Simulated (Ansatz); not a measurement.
Which functional gave which column?

SrO in space group Fm-3m was relaxed by PAW and its dielectric response and Born charges by linear response (direction means) computed by PAW on Ansatz 0.2.0's default frozen-core files (fitted under PBE), scalar-relativistic, once under each of LDA, PBEsol, r²SCAN.

```tsv
quantity	A	B	C
volume (Å³/atom)	17.18	16.81	16.24
cell	a = 5.161 Å	a = 5.123 Å	a = 5.064 Å
ε∞	3.52	3.87	3.88
largest |Z*|	2.41 e	2.46 e	2.47 e
ε₀	17.0	19.8	18.6
```

Task: Which column belongs to which functional?

Result: A is r²SCAN, B is PBEsol, C is LDA. The volumes rise from LDA over PBEsol to r²SCAN here. LDA's overbinding makes it the smallest as a rule; the order of the other two is common but has exceptions.

Settings: (A) k mesh 8×8×8, fixed occupations, cutoff 500 eV. (B) k mesh 8×8×8, fixed occupations, cutoff 420 eV. (C) k mesh 8×8×8, fixed occupations, cutoff 420 eV.

Limits of these numbers: frozen-core PAW files fitted under PBE, their cores solved anew for the functional of the run; zone-boundary modes aren't tested.
